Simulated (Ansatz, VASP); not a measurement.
## Two plane-wave programs on KCl (Sylvite)

INCAR

```
PREC = Accurate
ENCUT = 520
EDIFF = 1E-7
ISMEAR = 0
SIGMA = 0.01
LREAL = False
LASPH = True
NELM = 80
ALGO = Normal
ISIF = 2
LWAVE = False
LCHARG = False
GGA = PS
NBANDS = 15
```

The input KPOINTS:

```
regular mesh
0
Gamma
  5 5 5
```

Contents of POSCAR:

```
KCl
1.0
    0.0000000000      3.1464700000      3.1464700000
    3.1464700000      0.0000000000      3.1464700000
    3.1464700000      3.1464700000      0.0000000000
K Cl
1 1
Direct
    0.0000000000      0.0000000000      0.0000000000
    0.5000000000      0.5000000000      0.5000000000
```

Input for Ansatz:

```yaml
crystal:
  lattice:
    - [0.0, 3.14647, 3.14647]
    - [3.14647, 0.0, 3.14647]
    - [3.14647, 3.14647, 0.0]
  atoms:
    - { symbol: K, position: [0.0, 0.0, 0.0] }
    - { symbol: Cl, position: [0.5, 0.5, 0.5] }
kpoints:
  mp_grid:
    grid: [5, 5, 5]
hamiltonian:
  xc: pbesol
scf:
  occupations:
    method: fixed
  algorithm: direct_min
basis:
  ecutwfc: "420 eV"
output:
  forces: true
```

Alike in both runs: task single point; functional PBEsol; k mesh 5 × 5 × 5; no spin polarisation.

|  | VASP | Ansatz |
| --- | --- | --- |
| version | VASP 6.6.1 | Ansatz 0.2.0 |
| potentials or method | VASP PAW PBE potentials, release 64 (K_sv, Cl) | plane waves, PAW |
| plane-wave cutoff (eV) | 520 | 420 |
| occupations | gaussian, width 0.01 eV | fixed |
| valence electrons in the cell | 16 | 16 |

VASP gave:

```
gap on the k mesh at the Fermi level (eV) : 5.02
```

Estimate Ansatz's values.

gap on the k mesh at the Fermi level (eV): 5.03.

 PBEsol gaps usually lie below the measured ones, often by a third to a half.
